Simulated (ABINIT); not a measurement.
# CdS and the effect of the share of exact exchange

```cif
data_structure
_symmetry_space_group_name_H-M 'F-43m'
_symmetry_Int_Tables_number 216
_cell_length_a 5.8330
_cell_length_b 5.8330
_cell_length_c 5.8330
_cell_angle_alpha 90.000
_cell_angle_beta 90.000
_cell_angle_gamma 90.000
_cell_volume 198.46
loop_
_atom_site_label
_atom_site_type_symbol
_atom_site_symmetry_multiplicity
_atom_site_Wyckoff_symbol
_atom_site_fract_x
_atom_site_fract_y
_atom_site_fract_z
_atom_site_occupancy
Cd1 Cd 4 a 0.00000 0.00000 0.00000 1
S1 S 4 c 0.25000 0.25000 0.25000 1
```

Kept alike: task single point; functional PBE0; k mesh 3 × 3 × 3; occupations fermi-dirac, width 0.05 eV; no spin polarisation. Program: ABINIT, SG15 NC PBE v1.2, cutoff 599 eV. The mesh is that of the run's cell of 2 atoms. No spin-orbit coupling.

| share of exact exchange, α | pressure (GPa) |
| --- | --- |
| 0.05 | 3.34 |
| 0.15 | 2.57 |
| 0.25 | 1.82 |
| 0.35 | ? |
| 0.5 | 0.09 |

The k mesh is coarse, so the values aren't converged. Pressure is positive in compression; the values hold the error of the finite cutoff, so their zero can differ a little from the energy's minimum. All rows use potentials made for PBE. The mesh is thin for exact exchange.

Fit the rows shown and predict the run at 0.35.

A least-squares line through the rows shown is pressure = -7.193 α + 3.663 (largest miss 0.045); at α = 0.35 it gives 1.15 GPa. The run gave: pressure 1.09 GPa.
